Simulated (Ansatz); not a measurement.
Calculated with Ansatz: SnSe, settings compared

input.yaml:

```yaml
crystal:
  lattice:
    - [3.98291, 0.0, 0.0]
    - [-1.991455, 3.449305, 0.0]
    - [0.0, 0.0, 16.943867]
  atoms:
    - { symbol: Sn, position: [0.33333, 0.66667, 0.177] }
    - { symbol: Sn, position: [0.66666, 0.33333, 0.677] }
    - { symbol: Sn, position: [0.33333, 0.66667, 0.323] }
    - { symbol: Sn, position: [0.66667, 0.33334, 0.823] }
    - { symbol: Se, position: [0.33333, 0.66667, 0.6] }
    - { symbol: Se, position: [0.66666, 0.33333, 0.1] }
    - { symbol: Se, position: [0.33333, 0.66667, 0.9] }
    - { symbol: Se, position: [0.66667, 0.33334, 0.4] }
  symmetry: { tolerance: 0.0003 }
kpoints:
  mp_grid: { grid: [5, 5, 1], shift: [0, 0, 0] }
magnetization:
  spin_polarized: false
scf:
  occupations: { method: fermi_dirac, width: 0.0166 }
hamiltonian:
  pseudopotentials: { kind: paw }
  xc: pbe
basis:
  ecutwfc: 420
output:
  forces: true
  stress: true
  eigenvalues: true
```

The command:

```bash
ansatz run input.yaml --threads 1 --pin off --max-ram 2560MiB --backend cpu --events-out ev --progress --plain --runs-dir out
```

Origin of the cell: a known structure type with other elements, at an estimated volume, so it need not be a known compound.

Output of this run (shortened):

```
Warning: the atoms were moved onto the symmetric positions of the space group found under crystal.symmetry.tolerance 3.0e-4 (fractional; no operation is sought that the atoms, as they stand i […]
Pseudopotentials: kind: paw
Pseudopotential: Sn, paw, valence charge 14, recommended cutoff 420 eV (normal), Sn.paw.azcp
Pseudopotential: Se, paw, valence charge 16, recommended cutoff 420 eV (normal), Se.paw.azcp
Functional definition: PBE
  exchange = pbe_x(kappa = kappa, mu = beta*pi^2/3)
  correlation = pbe_c(beta = beta)
Crystal: 8 atoms, lattice volume = 232.779 Å³
Basis set: ecut = 420 eV, 4641 PW (Γ), exchange–correlation on 54×54×240 points (8 copies of the dense FFT grid, shifted against one another)
Bands: 72, of which v1, the nominal top of the filled ones, is band 60 counted from 1 (59 counted from 0)
Symmetry: 24 space group operations
Space group: P63/mmc (ITA 194), of the structure as read, at distance tolerance 1.8e-3 Å
[… 5 lines left out …]
Initial density: superposition of atomic densities (neutral atoms: chi_scale 0, normalization atom), corrected by the library's trained network
Functional: x = pbe(κ = 0.804, μ = 0.219515), c = pbe(β = 0.066725)
SCF iter   1: F=—  HF=-45971.283797 eV  Δρ=5.39e-3  dr2=2.24e-1
SCF iter   2: F=—  HF=-45971.252533 eV  Δρ=2.83e-3  dr2=2.83e-2  defer=20
SCF iter   3: F=—  HF=-45971.251377 eV  Δρ=2.11e-3  dr2=2.89e-2  defer=20
SCF iter   4: F=—  HF=-45971.246289 eV  Δρ=8.66e-4  dr2=3.53e-3  defer=20
SCF iter   5: F=—  HF=-45971.245814 eV  Δρ=2.87e-4  dr2=3.26e-4  defer=20
SCF iter   6: F=—  HF=-45971.245751 eV  Δρ=1.32e-4  dr2=1.40e-4  defer=20
SCF iter   7: F=—  HF=-45971.245738 eV  Δρ=3.36e-5  dr2=6.45e-6  defer=20
SCF iter   8: F=—  HF=-45971.245757 eV  Δρ=1.24e-5  dr2=7.47e-7  defer=20
SCF iter   9: F=—  HF=-45971.245757 eV  Δρ=5.53e-6  dr2=1.31e-7  defer=20
SCF iter  10: F=-45971.245757 eV  HF=-45971.245757 eV  Δρ=1.61e-6  dr2=8.50e-9
SCF 1 converged in 10 iterations: F = -45971.245757 eV  dr2 = 8.50e-9
SCF converged after 10 iterations
Free energy (F): -45971.245757 eV
Harris-Foulkes:  -45971.245757 eV  (|F-HF|=7.90e-9)
Internal energy: -45971.230365 eV  (E = F + TS)
E sigma→0 (E₀):  -45971.238061 eV
Entropy (-TS):   -0.015392 eV (-1.924 meV/atom)
Fermi energy:    8.708762 eV
--- Per-component energies (eV) ---
  E_band       = -2059.487016
  E_kinetic    = 1229.277947
  E_local      = -15194.294489  (includes V_loc(G=0)·N_el)
  E_nonlocal   = -2508.582414
  E_hartree    = 7872.554031
  E_xc         = -1948.799434
  E_vxc        = -779.257253  (∫ρ·V_xc dr)
  E_paw        = -24194.649834  (= ΣΔE_a)
  E_vpaw       = -551.732508  (= ΣTr[D̂ρ^β])
  E_aug_tail   = -0.002330  (compensation charges beyond the density's cutoff)
  E_ewald      = -11226.733842
  E_smearing   = -0.015392  (= −TS)
  Σ components = -45971.245757   (vs F -45971.245757, Δ=0.00e0)
--- Forces (eV/Å), atoms counted from 1 ---
  atom   1  Sn     0.000000     0.000000    -3.120229
  atom   2  Sn     0.000000    -0.000000    -3.120229
  atom   3  Sn    -0.000000     0.000000     3.120229
  atom   4  Sn     0.000000    -0.000000     3.120229
  atom   5  Se     0.000000     0.000000    -1.002026
  atom   6  Se     0.000000    -0.000000    -1.002026
  atom   7  Se    -0.000000     0.000000     1.002026
  atom   8  Se     0.000000    -0.000000     1.002026
  max |Σ_I F_I| component: 0.0 eV/Å
--- Stress (GPa, compression-positive) ---
        5.564010       0.000000       0.000000
        0.000000       5.564010       0.000000
        0.000000       0.000000      17.563356
  P = ⅓ Tr σ = 9.5638 GPa (95.638 kbar)
```

The same input was run again with these changes:

1. `magnetization` { spin_polarized: false } → { spin_polarized: true } (starts: random); `scf.mixing.preconditioner` default → ldos; typed moments: Sn1 -1, Sn2 2, Sn3 1, Sn4 4, Se5 -2, Se6 1, Se7 -0.5, Se8 1
2. `accuracy` default → low
3. `scf.algorithm` default → direct_min

```tsv
run	end	SCF iterations	P (GPa)	max force component (eV/Å)	moment (μB)	ΔE(σ→0) (meV/atom)
base	converged	10	9.56	3.120	–	0
1	converged	23	9.60	3.135	0.25	-0.06
2	converged	10	9.56	3.120	–	0.00
3	converged	6	9.56	3.120	–	0.00
```

Energies are compared only where functional, datasets, charge and starting cell are the same.

Caveats of the base run: the k mesh is coarse if the cell is a metal.

Run 1: a starting moment was lost.

Time of the base run: 9.8 s on 1 thread of Arm Neoverse N1, on a shared host, peak memory 0.54 GiB, from the program's own first density.
